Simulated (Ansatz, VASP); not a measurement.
**Se in VASP and in Ansatz**

```
Se
1.0
     4.49101    0.00000    0.00000
    -2.24550    3.88933    0.00000
     0.00000    0.00000    4.99820
Se
3
Direct
  0.21782 0.00000 0.16667
  0.00000 0.21782 0.83333
  0.78218 0.78218 0.50000
```

Alike in both runs: functional r2SCAN; k mesh 6 × 6 × 4; occupations gaussian, width 0.1 eV; no spin polarisation.

Ansatz relaxed the structure, and its values are those at the end. VASP's run is a single point on that final structure, the one shown.

|  | VASP | Ansatz |
| --- | --- | --- |
| version | VASP 6.6.1 | Ansatz 0.2.0 |
| potentials or method | VASP PAW PBE potentials, release 64 (Se) | scalar-relativistic, plane waves, PAW |
| plane-wave cutoff (eV) | 520 | 500 |
| valence electrons in the cell | 18 | 48 |

Ansatz gave:

```
gap on the k mesh at the Fermi level (eV) : 1.30
least direct gap on the mesh (eV)         : 1.56
pressure (GPa)                            : 0.0
rms of the force components (eV/Å)        : 0.004
```

What did VASP give for the same quantities?

gap on the k mesh at the Fermi level (eV): 1.29; least direct gap on the mesh (eV): 1.55; pressure (GPa): 0.0; rms of the force components (eV/Å): 0.003.

With one functional, cell and mesh, what is left measures potentials, basis and numerics. The two sets of potentials don't hold the same shells in valence.

Caveats: the PAW data sets were made with another functional, which shifts forces and pressure a little (VASP). A k mesh can miss the band edges. r2SCAN opens gaps a little over a GGA but as a rule still falls short of measured ones.
